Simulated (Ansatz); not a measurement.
AlN: stationary points along a deformation path

The calculation used DFT PBE, scalar-relativistic, plane waves, PAW in Ansatz. Settings: plane waves to 420 eV, k-mesh 9×9×6 (Γ-centred), Gaussian smearing 0.05 eV. No spin polarisation. Energies are free energies at this smearing, counted from the undisturbed cell; pressure is positive in compression.

Reference structure (as given, not relaxed at this level; it stands at 0.3 GPa; this form isn't the usual structure):

```
Al N
1.0
     3.31212    0.00000    0.00000
    -1.65606    2.86838    0.00000
     0.00000    0.00000    4.18756
Al N
2 2
Direct
  0.33333 0.66667 0.75000
  0.66667 0.33333 0.25000
  0.33333 0.66667 0.25000
  0.66667 0.33333 0.75000
```

At fixed volume and fractional coordinates, lengths along (0.000, 0.000, 1.000) are scaled against those across it; ρ is that ratio over its starting value. V = 9.946 Å³/atom. Δσ is the stress along the axis less the mean stress across it (compression positive).

```csv
ρ,ΔE (meV/atom),Δσ (GPa),space group
0.800,242.4,62.94,P6_3/mmc
0.850,116.2,38.90,P6_3/mmc
0.920,27.3,16.76,P6_3/mmc
0.960,6.1,7.58,P6_3/mmc
1.000,0.0,-0.20,P6_3/mmc
1.050,9.2,-8.81,P6_3/mmc
1.100,33.8,-16.85,P6_3/mmc
1.200,123.0,-33.10,P6_3/mmc
1.300,261.6,-51.19,P6_3/mmc
```

How does the stress give the slope of the energy, and where is the energy stationary?

Along the path d ln(length) is 2/3 d ln ρ on the axis and −1/3 d ln ρ across it, so dE/d ln ρ = −(2/3) V Δσ: the energy falls with ρ where Δσ is positive. Δσ vanishes or changes sign between ρ = 0.960 and 1.000, a minimum (near 1.00 by linear interpolation). Pairs of stationary points between two samples would go unseen, and could change a minimum read from distant neighbours into a maximum.

Integrate that slope from ρ = 1 to 1.200 by the trapezoid rule.

With V/N in Å³ and 1 eV/Å³ = 160.2 GPa the slopes at ρ = 1.000, 1.050, 1.100, 1.200 are 8, 364, 697, 1370 meV/atom per unit of ln ρ. The steps add 9.1 + 24.7 + 89.9 = 123.7 meV/atom, against 123.0 from the energies; the trapezoid rule misses the curvature of the slope within each step.